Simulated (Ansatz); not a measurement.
Relaxing SnSe2

All numbers below come from Ansatz, DFT PBE, scalar-relativistic, plane waves, PAW. Run with 420 eV cutoff, 12×12×4 k-mesh, Gaussian smearing of 0.02 eV, no spin polarisation.

What was changed: biaxial strain in the a-b plane, c and atoms relaxed: -6.0 %.

Command:

```bash
ansatz run input.yaml --threads 1 --pin off --max-ram 2560MiB --backend cpu --events-out ev --progress --plain --runs-dir out
```

Input:

```yaml
crystal:
  lattice:
    - [3.6393719746, 0.0, 0.0]
    - [-1.8196859873, 3.1517885838, 0.0]
    - [0.0, 0.0, 7.2220606642]
  atoms:
    - { symbol: Sn, position: [0.0, 0.0, 0.0] }
    - { symbol: Se, position: [0.6666666667, 0.3333333333, 0.7748995539] }
    - { symbol: Se, position: [0.3333333333, 0.6666666667, 0.2251004461] }
basis:
  ecutwfc: 420
kpoints:
  mp_grid: { grid: [12, 12, 4] }
hamiltonian:
  xc: pbe
scf:
  occupations: { method: gaussian, width: 0.02 }
output:
  forces: true
  stress: true
  eigenvalues: true
relax:
  adjacent_minimum: "off"
  f_tol: 0.008
  max_steps: 40
  cell: { stress_tol: 0.015, fix: [a, b, gamma] }
```

F is the free energy. Steps run on the plane waves of an earlier cell, but the last one, and at times one on the way, on a freshly chosen basis, so a repeated geometry can differ a little in energy. The held parts of the cell keep their stress, so P needn't end at zero.

At step 2 the energy rises: a step can overshoot before the optimiser corrects it.

Steps:

```csv
step,F − F(1) (eV),largest force component (eV/Å),V (Å³/atom),P (GPa)
1,0.0000,0.480,27.614,7.24
2,0.0592,0.854,27.720,2.34
3,-0.0197,0.051,27.597,5.32
4,-0.0200,0.003,27.655,5.48
5,-0.0201,0.001,27.873,5.43
6,-0.0200,0.004,28.215,5.36
7,-0.0200,0.001,28.297,5.33
8,-0.0199,0.000,28.318,5.32
9,-0.0205,0.000,28.318,5.32
```

Relaxed structure:

```cif
data_structure
_symmetry_space_group_name_H-M 'P 1'
_symmetry_Int_Tables_number 1
_cell_length_a 3.6394
_cell_length_b 3.6394
_cell_length_c 7.4064
_cell_angle_alpha 90.000
_cell_angle_beta 90.000
_cell_angle_gamma 120.000
_cell_volume 84.96
loop_
_atom_site_label
_atom_site_type_symbol
_atom_site_fract_x
_atom_site_fract_y
_atom_site_fract_z
_atom_site_occupancy
Sn1 Sn 0.00000 0.00000 0.00000 1
Se1 Se 0.66667 0.33333 0.77479 1
Se2 Se 0.33333 0.66667 0.22521 1
```

The structure is trigonal, space group P-3m1 (No. 164). The conventional cell has a = 3.639 Å, b = 3.639 Å, c = 7.406 Å, α = 90.00°, β = 90.00°, γ = 120.00°. Sn (site symmetry -3m) is surrounded by 6 Se at 2.68 Å. Around Se (site symmetry 3m) lie 3 Sn at 2.68 Å.

The run converged. Time: 93 s on 1 thread of Intel(R) Xeon(R) Platinum 8375C CPU @ 2.90GHz (Ice Lake) (shared host), peak memory 0.48 GiB.